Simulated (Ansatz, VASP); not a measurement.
Ti: VASP beside Ansatz

INCAR

```
SYSTEM = Ti
PREC = Accurate
ENCUT = 520
EDIFF = 1E-6
ISMEAR = 0
SIGMA = 0.1
LREAL = .False.
LASPH = .True.
NELM = 80
ALGO = Normal
ISIF = 2
LWAVE = .False.
LCHARG = .False.
GGA = CA
NBANDS = 12
```

Contents of KPOINTS:

```
Automatic mesh
0
Gamma
  14 14 14
  0 0 0
```

Contents of POSCAR:

```
Ti
1.0
    0.0000000000      2.0117927412      2.0117927412
    2.0117927412      0.0000000000      2.0117927412
    2.0117927412      2.0117927412      0.0000000000
Ti
1
Direct
    0.0000000000      0.0000000000      0.0000000000
```

Input for Ansatz:

```yaml
crystal:
  lattice:
    - [0.0, 2.0117927411831067, 2.0117927411831067]
    - [2.0117927411831067, 0.0, 2.0117927411831067]
    - [2.0117927411831067, 2.0117927411831067, 0.0]
  atoms:
    - { symbol: Ti, position: [0.0, 0.0, 0.0] }
basis:
  ecutwfc: 500.0
kpoints:
  mp_grid:
    grid: [14, 14, 14]
hamiltonian:
  xc: lda
  pseudopotentials:
    kind: paw
scf:
  occupations:
    method: gaussian
    width: 0.1
output:
  stress: true
```

This isn't the form of Ti at room conditions, which is hcp.

Alike in both runs: task single point; functional LDA; k mesh 14 × 14 × 14; occupations gaussian, width 0.1 eV; no spin polarisation.

```csv
,VASP,Ansatz
version,VASP 6.6.1,Ansatz 0.2.0
potentials or method,"VASP PAW LDA potentials, release 64 (Ti_sv)","plane waves, PAW"
plane-wave cutoff (eV),520,500
valence electrons in the cell,12,12
```

Ansatz gave:

| Item | Value |
| --- | --- |
| pressure (GPa) | -2.0 |

Q: What did VASP give for the same quantities?

A: Pressure (GPa): -2.1.
